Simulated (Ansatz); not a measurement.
# Relaxation of Cd2O3

The start is Cd2O3, a borrowed structure type, volume estimated. Where does it settle when we relax cell and atoms at 20 GPa, and what is it like there?

Method: DFT, PBE, no spin polarisation, plane waves, PAW, in Ansatz 0.2.0.

## (1) The cell

It takes space group R-3c (No. 167, trigonal). Conventional cell: a = 5.351 Å, b = 5.351 Å, c = 14.150 Å, α = 90.00°, β = 90.00°, γ = 120.00°. Around Cd (site symmetry 3) lie 6 O at 2.06 to 2.20 Å. Around O (site symmetry 2) lie 4 Cd at 2.06 to 2.20 Å.

Its coordinates follow in the input file.

The first density is read from a saved solution for the starting cell.

## (2) The relaxation

Input file input.yaml:

```yaml
crystal:
  lattice:
    - [2.675374, 4.633883, 0.0]
    - [-2.675374, 4.633883, 0.0]
    - [0.0, -3.089255, 4.716568]
  atoms:
    - { symbol: Cd, position: [0.35731, 0.35731, 0.07193] }
    - { symbol: Cd, position: [0.14269, 0.14269, 0.42807] }
    - { symbol: Cd, position: [0.64269, 0.64269, 0.92807] }
    - { symbol: Cd, position: [0.85731, 0.85731, 0.57193] }
    - { symbol: O, position: [0.548, 0.952, 0.75] }
    - { symbol: O, position: [0.25, 0.548, 0.75] }
    - { symbol: O, position: [0.952, 0.25, 0.75] }
    - { symbol: O, position: [0.452, 0.048, 0.25] }
    - { symbol: O, position: [0.75, 0.452, 0.25] }
    - { symbol: O, position: [0.048, 0.75, 0.25] }
  symmetry: { tolerance: 0.0003 }
kpoints:
  mp_grid: { grid: [5, 5, 5], shift: [0, 0, 0] }
magnetization:
  spin_polarized: false
scf:
  occupations: { method: fermi_dirac }
  lower_state_search: "off"
hamiltonian:
  pseudopotentials: { kind: paw }
  xc: pbe
basis:
  ecutwfc: 420
  fft_grid_basis: typed
relax:
  max_steps: 40
  cell: { p_target: 20.0 }
  f_tol: 0.03
output:
  forces: true
  stress: true
  eigenvalues: true
  bader: true
  populations: true
  elf: true
  write_potential: true
  volumetric_format: npy
  dos:
    e_range: [-12, 8]
    de: 0.05
    projected: { site_lists: { Cd: [Cd], O: [O] } }
checkpoint:
  read: saved_state
```

The run is started by

```sh
> ansatz run input.yaml --threads 2 --pin off --max-ram 3584MiB --backend cpu --events-out ev --progress --plain --runs-dir out
```

The log of the run:

```text
Warning: checkpoint.read: basis.xc_grid differs: saved 1, current 2 (points along each axis for each point of the dense box; where the key is left out runs that use forces, runs that use the stress, dielectric runs by a finite field, finite-displacement phonons, runs of phonons.displacement_patterns under a GGA or a meta-GGA, phonons by method: dfpt, dielectric runs by the response, runs on support functions, runs on PAW files under a meta-GGA or a hybrid on one, runs at kind: all_electron or under a hybrid on a GGA, runs under a text's formulas of a gradient, and runs on PAW files that evaluate rPW86 or Becke's exchange or LYP's correlation can take a finer level, which can go by the root key accuracy; a number is taken as typed: the saved number, typed, holds this deck to the state's level, where the deck is accepted there); the SCF iterates at this deck's level from the saved density; a trajectory continued from that state goes on on another energy surface; basis.xc_grid: 1, typed and accepted, keeps it on the saved one
Warning: RAYON_NUM_THREADS=2 ignored (pool sized by the plan → 2); use --threads N
Engine: ansatz 0.2.0, aarch64-unknown-linux-gnu
Pseudopotentials: kind: paw
Pseudopotential: Cd, paw, valence charge 20, recommended cutoff 420 eV (normal), Cd.paw.azcp
Pseudopotential: O, paw, valence charge 6, recommended cutoff 420 eV (normal), O.paw.azcp
Functional definition: PBE
  parameter kappa = 0.804
  parameter beta = 0.06672455060314922
  exchange = pbe_x(kappa = kappa, mu = beta*pi^2/3)
  correlation = pbe_c(beta = beta)
Crystal: 10 atoms, lattice volume = 116.946 Å³
Basis set: ecut = 420 eV, 2283 PW (Γ), exchange–correlation on 72×72×80 points (8 copies of the dense FFT grid, shifted against one another)
Bands: 70, of which v1, the nominal top of the filled ones, is band 58 counted from 1 (57 counted from 0)
Symmetry: 12 space group operations
Space group: R-3c (ITA 167), of the structure as read, at distance tolerance 1.5e-3 Å
k-points: 19 of 125
Non-local potential: Cd, projectors of the file, l = 0: 3, l = 1: 2, l = 2: 2, l = 3: 1
Non-local potential: O, projectors of the file, l = 0: 2, l = 1: 2, l = 2: 1
PAW form: soft (Blöchl's): semilocal exchange-correlation on the pseudo side does not see the compensation charge
PAW one-centre angular grid: Cd, 590 points (default); XC on 64 Gauss nodes
PAW one-centre angular grid: O, 110 points (default); XC on 64 Gauss nodes
Initial density: read from a saved state, or passed on in memory by an earlier SCF of this step, an earlier step, the calling program or the single point that the run made first
Initial wavefunctions: pseudopotential atomic-orbital guess
Functional: x = pbe(κ = 0.804, μ = 0.2195149727645171), c = pbe(β = 0.06672455060314922)
iter 1 solved again at ethr=5.39e-7 eV; its pass at ethr=3.10e-3 eV (dr2=6.26e-4 eV) is discarded
SCF iter   1: F=—  HF=-36410.499749 eV  |F-HF|=—  |Δ(HF+E_count)|=         —  Δρ=1.65e-3  dr2=6.33e-4  ethr=5.39e-7  ⟨swp⟩=3.1  Hψ=7579  notcnv=0
preconditioner: auto → LDOS  [metal: Δε(μ)=0.008 eV  Ē_g=14.395 eV  σ=0.100 eV  W_gap=0.02  n_scr=46 (ndim 8)  ℏωp=31.5 eV  f_vac=0.056  D(μ)=11.33/eV (n_scr^D=144)  β→1.0]
SCF iter   2: F=—  HF=-36410.504149 eV  |F-HF|=—  |Δ(HF+E_count)|=   4.40e-3  Δρ=3.53e-4  dr2=1.40e-4  ethr=5.39e-7  ⟨swp⟩=2.0  Hψ=2147  notcnv=0
SCF iter   3: F=—  HF=-36410.504126 eV  |F-HF|=—  |Δ(HF+E_count)|=   2.27e-5  Δρ=1.45e-4  dr2=2.34e-5  ethr=1.21e-7  ⟨swp⟩=2.0  Hψ=2031  notcnv=0
SCF iter   4: F=—  HF=-36410.504127 eV  |F-HF|=—  |Δ(HF+E_count)|=   1.55e-6  Δρ=5.79e-5  dr2=3.54e-6  ethr=2.02e-8  ⟨swp⟩=2.1  Hψ=2021  notcnv=0
SCF iter   5: F=—  HF=-36410.504127 eV  |F-HF|=—  |Δ(HF+E_count)|=   8.83e-8  Δρ=3.31e-5  dr2=1.39e-6  ethr=3.05e-9  ⟨swp⟩=2.1  Hψ=2025  notcnv=0
SCF iter   6: F=—  HF=-36410.504127 eV  |F-HF|=—  |Δ(HF+E_count)|=   2.78e-7  Δρ=1.62e-5  dr2=2.96e-7  ethr=1.20e-9  ⟨swp⟩=2.6  Hψ=1884  notcnv=0
SCF iter   7: F=-36410.504127 eV  HF=-36410.504127 eV  |F-HF|=6.47e-9  |Δ(HF+E_count)|=   8.04e-8  Δρ=3.65e-6  dr2=1.14e-8  ethr=8.62e-11  ⟨swp⟩=7.5  Hψ=7358  notcnv=0
SCF 1 converged in 7 iterations: F = -36410.504127 eV  dr2 = 1.14e-8
relax step   1: F+E_penalty+E_count = -36410.50412702 eV  Δ(F+E_penalty+E_count) = +0.000e0 eV  max|allowed force component| = 3.628e-1 eV/Å  Δτ_max = 0.0000 Å  P = +29.395 GPa  Ω = 116.946 Å³  (7 SCF iters, dr2 threshold 1.00e-7 eV, accepted)
Crystal: 10 atoms, lattice volume = 121.442 Å³
Basis set: ecut = 420 eV, 2385 PW (Γ), exchange–correlation on 72×72×80 points (8 copies of the dense FFT grid, shifted against one another)
Initial density: handed on by an earlier stage of this run
Initial wavefunctions: those handed on with the density
iter 1 solved again at ethr=2.80e-5 eV; its pass at ethr=3.10e-3 eV (dr2=3.25e-2 eV) is discarded
SCF iter   1: F=—  HF=-36411.268778 eV  |F-HF|=—  |Δ(HF+E_count)|=         —  Δρ=6.19e-3  dr2=3.24e-2  ethr=2.80e-5  ⟨swp⟩=1.6  Hψ=5568  notcnv=0
preconditioner: auto → LDOS  [metal: Δε(μ)=0.012 eV  Ē_g=13.975 eV  σ=0.100 eV  W_gap=0.03  n_scr=52 (ndim 8)  ℏωp=30.9 eV  f_vac=0.071  D(μ)=12.10/eV (n_scr^D=168)  β→1.0]
SCF iter   2: F=—  HF=-36411.263560 eV  |F-HF|=—  |Δ(HF+E_count)|=   5.22e-3  Δρ=2.86e-3  dr2=7.84e-3  ethr=2.80e-5  ⟨swp⟩=2.3  Hψ=2183  notcnv=0
SCF iter   3: F=—  HF=-36411.262712 eV  |F-HF|=—  |Δ(HF+E_count)|=   8.48e-4  Δρ=1.63e-3  dr2=3.54e-3  ethr=6.76e-6  ⟨swp⟩=2.0  Hψ=2013  notcnv=0
SCF iter   4: F=—  HF=-36411.262149 eV  |F-HF|=—  |Δ(HF+E_count)|=   5.62e-4  Δρ=1.17e-3  dr2=1.58e-3  ethr=3.05e-6  ⟨swp⟩=2.0  Hψ=2029  notcnv=0
SCF iter   5: F=—  HF=-36411.261803 eV  |F-HF|=—  |Δ(HF+E_count)|=   3.46e-4  Δρ=4.47e-4  dr2=2.41e-4  ethr=1.36e-6  ⟨swp⟩=2.0  Hψ=1617  notcnv=0
SCF iter   6: F=—  HF=-36411.261727 eV  |F-HF|=—  |Δ(HF+E_count)|=   7.59e-5  Δρ=8.45e-5  dr2=8.42e-6  ethr=2.08e-7  ⟨swp⟩=2.1  Hψ=2075  notcnv=0
SCF iter   7: F=-36411.261728 eV  HF=-36411.261728 eV  |F-HF|=1.82e-7  |Δ(HF+E_count)|=   7.15e-7  Δρ=1.48e-5  dr2=1.41e-7  ethr=8.62e-10  ⟨swp⟩=6.3  Hψ=8733  notcnv=0
SCF 2 converged in 7 iterations: F = -36411.261728 eV  dr2 = 1.41e-7
relax step   2: F+E_penalty+E_count = -36411.26172818 eV  Δ(F+E_penalty+E_count) = -7.576e-1 eV  max|allowed force component| = 1.714e-1 eV/Å  Δτ_max = 0.0104 Å  P = +20.008 GPa  Ω = 121.442 Å³  energy of the carried Pulay correction = -1.781e-2 eV  (7 SCF iters, dr2 threshold 1.00e-6 eV, accepted)
Crystal: 10 atoms, lattice volume = 121.061 Å³
Basis set: ecut = 420 eV, 2403 PW (Γ), exchange–correlation on 72×72×80 points (8 copies of the dense FFT grid, shifted against one another)
iter 1 solved again at ethr=2.35e-5 eV; its pass at ethr=3.10e-3 eV (dr2=2.72e-2 eV) is discarded
SCF iter   1: F=—  HF=-36411.256236 eV  |F-HF|=—  |Δ(HF+E_count)|=         —  Δρ=6.32e-3  dr2=2.79e-2  ethr=2.35e-5  ⟨swp⟩=1.6  Hψ=5502  notcnv=0
preconditioner: auto → LDOS  [metal: Δε(μ)=0.011 eV  Ē_g=13.964 eV  σ=0.100 eV  W_gap=0.03  n_scr=50 (ndim 8)  ℏωp=30.9 eV  f_vac=0.054  D(μ)=12.34/eV (n_scr^D=168)  β→1.0]
SCF iter   2: F=—  HF=-36411.255488 eV  |F-HF|=—  |Δ(HF+E_count)|=   7.48e-4  Δρ=3.56e-3  dr2=1.96e-2  ethr=2.35e-5  ⟨swp⟩=2.0  Hψ=2582  notcnv=0
SCF iter   3: F=—  HF=-36411.248585 eV  |F-HF|=—  |Δ(HF+E_count)|=   6.90e-3  Δρ=9.72e-4  dr2=1.08e-3  ethr=1.69e-5  ⟨swp⟩=2.1  Hψ=2014  notcnv=0
SCF iter   4: F=—  HF=-36411.248437 eV  |F-HF|=—  |Δ(HF+E_count)|=   1.48e-4  Δρ=5.62e-4  dr2=4.32e-4  ethr=9.31e-7  ⟨swp⟩=1.0  Hψ=1330  notcnv=0
SCF iter   5: F=—  HF=-36411.248337 eV  |F-HF|=—  |Δ(HF+E_count)|=   1.00e-4  Δρ=2.19e-4  dr2=4.77e-5  ethr=3.72e-7  ⟨swp⟩=2.6  Hψ=1935  notcnv=0
SCF iter   6: F=-36411.248323 eV  HF=-36411.248323 eV  |F-HF|=3.13e-8  |Δ(HF+E_count)|=   1.38e-5  Δρ=3.08e-5  dr2=6.35e-7  ethr=8.62e-10  ⟨swp⟩=7.8  Hψ=9900  notcnv=0
SCF 3 converged in 6 iterations: F = -36411.248323 eV  dr2 = 6.35e-7
relax step   3: F+E_penalty+E_count = -36411.24832325 eV  Δ(F+E_penalty+E_count) = +1.340e-2 eV  max|allowed force component| = 6.289e-2 eV/Å  Δτ_max = 0.0338 Å  P = +19.543 GPa  Ω = 121.061 Å³  energy of the carried Pulay correction = -1.633e-2 eV  (6 SCF iters, dr2 threshold 1.00e-6 eV, accepted)
Crystal: 10 atoms, lattice volume = 120.430 Å³
Basis set: ecut = 420 eV, 2379 PW (Γ), exchange–correlation on 72×72×80 points (8 copies of the dense FFT grid, shifted against one another)
iter 1 solved again at ethr=7.47e-6 eV; its pass at ethr=3.10e-3 eV (dr2=8.67e-3 eV) is discarded
SCF iter   1: F=—  HF=-36411.179499 eV  |F-HF|=—  |Δ(HF+E_count)|=         —  Δρ=3.40e-3  dr2=8.62e-3  ethr=7.47e-6  ⟨swp⟩=2.0  Hψ=5663  notcnv=0
preconditioner: auto → LDOS  [metal: Δε(μ)=0.026 eV  Ē_g=13.956 eV  σ=0.100 eV  W_gap=0.07  n_scr=50 (ndim 8)  ℏωp=31.0 eV  f_vac=0.048  D(μ)=12.42/eV (n_scr^D=168)  β→1.0]
SCF iter   2: F=—  HF=-36411.179265 eV  |F-HF|=—  |Δ(HF+E_count)|=   2.34e-4  Δρ=2.06e-3  dr2=6.45e-3  ethr=7.43e-6  ⟨swp⟩=2.0  Hψ=2385  notcnv=0
SCF iter   3: F=—  HF=-36411.176945 eV  |F-HF|=—  |Δ(HF+E_count)|=   2.32e-3  Δρ=4.52e-4  dr2=2.13e-4  ethr=5.56e-6  ⟨swp⟩=2.1  Hψ=2012  notcnv=0
SCF iter   4: F=—  HF=-36411.176892 eV  |F-HF|=—  |Δ(HF+E_count)|=   5.28e-5  Δρ=2.50e-4  dr2=8.53e-5  ethr=1.83e-7  ⟨swp⟩=2.0  Hψ=2361  notcnv=0
SCF iter   5: F=—  HF=-36411.176873 eV  |F-HF|=—  |Δ(HF+E_count)|=   1.89e-5  Δρ=1.14e-4  dr2=1.47e-5  ethr=7.35e-8  ⟨swp⟩=2.2  Hψ=1961  notcnv=0
SCF iter   6: F=-36411.176869 eV  HF=-36411.176869 eV  |F-HF|=9.13e-8  |Δ(HF+E_count)|=   4.19e-6  Δρ=1.77e-5  dr2=2.21e-7  ethr=8.62e-10  ⟨swp⟩=6.9  Hψ=9349  notcnv=0
SCF 4 converged in 6 iterations: F = -36411.176869 eV  dr2 = 2.21e-7
relax step   4: F+E_penalty+E_count = -36411.17686898 eV  Δ(F+E_penalty+E_count) = +7.145e-2 eV  max|allowed force component| = 5.092e-2 eV/Å  Δτ_max = 0.0205 Å  P = +19.895 GPa  Ω = 120.430 Å³  energy of the carried Pulay correction = -1.386e-2 eV  (6 SCF iters, dr2 threshold 1.00e-6 eV, accepted)
Crystal: 10 atoms, lattice volume = 120.352 Å³
Basis set: ecut = 420 eV, 2367 PW (Γ), exchange–correlation on 72×72×80 points (8 copies of the dense FFT grid, shifted against one another)
iter 1 solved again at ethr=5.57e-7 eV; its pass at ethr=3.10e-3 eV (dr2=6.46e-4 eV) is discarded
SCF iter   1: F=—  HF=-36411.168104 eV  |F-HF|=—  |Δ(HF+E_count)|=         —  Δρ=9.71e-4  dr2=7.43e-4  ethr=5.57e-7  ⟨swp⟩=2.0  Hψ=4427  notcnv=0
preconditioner: auto → LDOS  [metal: Δε(μ)=0.017 eV  Ē_g=13.953 eV  σ=0.100 eV  W_gap=0.04  n_scr=50 (ndim 8)  ℏωp=31.0 eV  f_vac=0.048  D(μ)=12.44/eV (n_scr^D=168)  β→1.0]
SCF iter   2: F=—  HF=-36411.168070 eV  |F-HF|=—  |Δ(HF+E_count)|=   3.37e-5  Δρ=6.34e-4  dr2=5.90e-4  ethr=5.57e-7  ⟨swp⟩=2.1  Hψ=2382  notcnv=0
SCF iter   3: F=—  HF=-36411.167854 eV  |F-HF|=—  |Δ(HF+E_count)|=   2.16e-4  Δρ=9.85e-5  dr2=7.31e-6  ethr=5.08e-7  ⟨swp⟩=2.1  Hψ=2011  notcnv=0
SCF iter   4: F=—  HF=-36411.167837 eV  |F-HF|=—  |Δ(HF+E_count)|=   1.63e-5  Δρ=4.65e-5  dr2=2.89e-6  ethr=6.30e-9  ⟨swp⟩=2.5  Hψ=2378  notcnv=0
SCF iter   5: F=—  HF=-36411.167837 eV  |F-HF|=—  |Δ(HF+E_count)|=   5.51e-7  Δρ=2.57e-5  dr2=8.55e-7  ethr=2.49e-9  ⟨swp⟩=1.1  Hψ=1365  notcnv=0
SCF iter   6: F=-36411.167836 eV  HF=-36411.167836 eV  |F-HF|=2.65e-9  |Δ(HF+E_count)|=   2.32e-7  Δρ=2.96e-6  dr2=6.08e-9  ethr=1.40e-10  ⟨swp⟩=6.0  Hψ=8325  notcnv=0
SCF 5 converged in 6 iterations: F = -36411.167836 eV  dr2 = 6.08e-9
relax step   5: F+E_penalty+E_count = -36411.16783647 eV  Δ(F+E_penalty+E_count) = +9.033e-3 eV  max|allowed force component| = 1.512e-2 eV/Å  Δτ_max = 0.0064 Å  P = +19.914 GPa  Ω = 120.352 Å³  energy of the carried Pulay correction = -1.356e-2 eV  (6 SCF iters, dr2 threshold 1.62e-7 eV, accepted)
Crystal: 10 atoms, lattice volume = 120.281 Å³
iter 1 solved again at ethr=5.45e-8 eV; its pass at ethr=3.10e-3 eV (dr2=6.32e-5 eV) is discarded
SCF iter   1: F=—  HF=-36411.159319 eV  |F-HF|=—  |Δ(HF+E_count)|=         —  Δρ=3.31e-4  dr2=7.81e-5  ethr=5.45e-8  ⟨swp⟩=2.1  Hψ=5074  notcnv=0
preconditioner: auto → LDOS  [metal: Δε(μ)=0.022 eV  Ē_g=13.960 eV  σ=0.100 eV  W_gap=0.05  n_scr=50 (ndim 8)  ℏωp=31.0 eV  f_vac=0.049  D(μ)=12.42/eV (n_scr^D=168)  β→1.0]
SCF iter   2: F=—  HF=-36411.159299 eV  |F-HF|=—  |Δ(HF+E_count)|=   2.05e-5  Δρ=1.93e-4  dr2=5.74e-5  ethr=5.45e-8  ⟨swp⟩=2.0  Hψ=2385  notcnv=0
SCF iter   3: F=—  HF=-36411.159278 eV  |F-HF|=—  |Δ(HF+E_count)|=   2.08e-5  Δρ=4.05e-5  dr2=1.53e-6  ethr=4.95e-8  ⟨swp⟩=2.1  Hψ=2015  notcnv=0
SCF iter   4: F=—  HF=-36411.159278 eV  |F-HF|=—  |Δ(HF+E_count)|=   1.36e-7  Δρ=2.09e-5  dr2=5.87e-7  ethr=1.32e-9  ⟨swp⟩=2.0  Hψ=2382  notcnv=0
SCF iter   5: F=—  HF=-36411.159277 eV  |F-HF|=—  |Δ(HF+E_count)|=   1.16e-7  Δρ=1.07e-5  dr2=1.41e-7  ethr=5.06e-10  ⟨swp⟩=1.0  Hψ=1330  notcnv=0
SCF iter   6: F=-36411.159277 eV  HF=-36411.159277 eV  |F-HF|=9.02e-10  |Δ(HF+E_count)|=   3.75e-8  Δρ=1.77e-6  dr2=2.62e-9  ethr=6.06e-11  ⟨swp⟩=7.2  Hψ=7167  notcnv=0
SCF 6 converged in 6 iterations: F = -36411.159277 eV  dr2 = 2.62e-9
relax step   6: F+E_penalty+E_count = -36411.15927746 eV  Δ(F+E_penalty+E_count) = +8.559e-3 eV  max|allowed force component| = 4.327e-3 eV/Å  Δτ_max = 0.0017 Å  P = +20.022 GPa  Ω = 120.281 Å³  energy of the carried Pulay correction = -1.328e-2 eV  (6 SCF iters, dr2 threshold 7.03e-8 eV, accepted)
Basis set: ecut = 420 eV, 2367 PW (Γ), exchange–correlation on 80×80×80 points (8 copies of the dense FFT grid, shifted against one another)
Initial wavefunctions: pseudopotential atomic-orbital guess (no wavefunctions were taken with the density)
iter 1 solved again at ethr=1.52e-7 eV; its pass at ethr=3.10e-3 eV (dr2=1.76e-4 eV) is discarded
SCF iter   1: F=—  HF=-36411.190309 eV  |F-HF|=—  |Δ(HF+E_count)|=         —  Δρ=6.39e-4  dr2=6.47e-5  ethr=1.52e-7  ⟨swp⟩=3.0  Hψ=7818  notcnv=0
preconditioner: auto → LDOS  [metal: Δε(μ)=0.022 eV  Ē_g=13.959 eV  σ=0.100 eV  W_gap=0.05  n_scr=50 (ndim 8)  ℏωp=31.0 eV  f_vac=0.048  D(μ)=12.43/eV (n_scr^D=168)  β→1.0]
SCF iter   2: F=—  HF=-36411.190768 eV  |F-HF|=—  |Δ(HF+E_count)|=   4.59e-4  Δρ=1.50e-4  dr2=1.03e-5  ethr=5.58e-8  ⟨swp⟩=2.0  Hψ=2158  notcnv=0
SCF iter   3: F=—  HF=-36411.190771 eV  |F-HF|=—  |Δ(HF+E_count)|=   2.90e-6  Δρ=2.89e-5  dr2=4.66e-7  ethr=8.92e-9  ⟨swp⟩=2.0  Hψ=2144  notcnv=0
SCF iter   4: F=—  HF=-36411.190771 eV  |F-HF|=—  |Δ(HF+E_count)|=   1.44e-8  Δρ=1.15e-5  dr2=1.43e-7  ethr=4.02e-10  ⟨swp⟩=2.0  Hψ=2361  notcnv=0
SCF iter   5: F=—  HF=-36411.190771 eV  |F-HF|=—  |Δ(HF+E_count)|=   1.68e-8  Δρ=8.41e-6  dr2=7.21e-8  ethr=1.23e-10  ⟨swp⟩=1.3  Hψ=1553  notcnv=0
SCF iter   6: F=—  HF=-36411.190771 eV  |F-HF|=—  |Δ(HF+E_count)|=   1.45e-8  Δρ=3.98e-6  dr2=1.65e-8  ethr=6.21e-11  ⟨swp⟩=1.0  Hψ=1330  notcnv=0
SCF iter   7: F=—  HF=-36411.190771 eV  |F-HF|=—  |Δ(HF+E_count)|=   4.15e-9  Δρ=7.02e-7  dr2=5.53e-10  ethr=1.42e-11  ⟨swp⟩=2.0  Hψ=1630  notcnv=0
SCF iter   8: F=-36411.190771 eV  HF=-36411.190771 eV  |F-HF|=1.46e-11  |Δ(HF+E_count)|=  5.09e-11  Δρ=1.13e-7  dr2=1.19e-11  ethr=1.00e-12  ⟨swp⟩=5.3  Hψ=5637  notcnv=0
SCF 7 converged in 8 iterations: F = -36411.190771 eV  dr2 = 1.19e-11
relax step   7: F+E_penalty+E_count = -36411.19077122 eV  Δ(F+E_penalty+E_count) = -3.149e-2 eV  max|allowed force component| = 4.351e-3 eV/Å  Δτ_max = 0.0000 Å  P = +20.389 GPa  Ω = 120.281 Å³  stress off target by 6.30e-1 GPa  SCF on the basis re-selected at this cell (its energy is not comparable with the rows above)  (8 SCF iters)
```

[end of part 1 of 2]
